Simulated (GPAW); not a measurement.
Crystal: FeO (Wuestite).

```
Fe O
1.0
     0.00000    2.15540    2.15540
     2.15540    0.00000    2.15540
     2.15540    2.15540    0.00000
Fe O
1 1
Cartesian
  0.0000 0.0000 0.0000
  2.1554 2.1554 2.1554
```

```yaml
Program: GPAW 26.7.0
Task: relaxation of cell and atoms
Functional: RPBE
Potentials_or_basis: the program's PAW data sets (release 1.2.1) made for this functional
Cutoff: 800 eV
Basis: pw
k_mesh: 11 × 11 × 11
Occupations: fermi-dirac, width 0.05 eV
Spin: collinear spin, ferromagnetic start
Starting_moments: "[3.0, 0.0] μB"
```

At the start: pressure 6.7 GPa; volume 10.01 Å³/atom.

Task: How do energy, volume and symmetry change on relaxing?

Result: Over 12 steps the energy falls by 8.7 meV/atom and the volume is 10.38 Å³/atom (+3.7 %); space group Fm-3m (No. 225, to 0.05 Å); moment 4.00 μB per cell.

Step by step:
```
step  energy change (eV)  largest force (eV/Å)  pressure (GPa)  volume (Å³)
   1              0.0000                0.0000            6.72        20.03
   2             -0.0053                0.0000            5.46        20.15
   3             -0.0123                0.0000            3.25        20.39
   4             -0.0169                0.0000            0.61        20.68
   5             -0.0165                0.0000           -1.97        21.00
   6             -0.0166                0.0000           -1.89        20.99
   7             -0.0168                0.0000           -1.73        20.97
   8             -0.0170                0.0000           -1.50        20.94
   9             -0.0172                0.0000           -1.21        20.90
  10             -0.0173                0.0000           -0.87        20.86
  11             -0.0174                0.0000           -0.49        20.81
  12             -0.0173                0.0000           -0.08        20.77
```

Final structure:
```
CELL_PARAMETERS angstrom
0.00000 2.18158 2.18158
2.18158 0.00000 2.18158
2.18158 2.18158 0.00000
ATOMIC_POSITIONS crystal
Fe 0.00000 0.00000 0.00000
O 0.50000 0.50000 0.50000
```

Caveat: each step starts from the last one's moments, so a moment once lost doesn't come back; later steps reuse the first step's grids; a cell with one magnetic atom can't hold antiferromagnetic order, which such compounds often take.
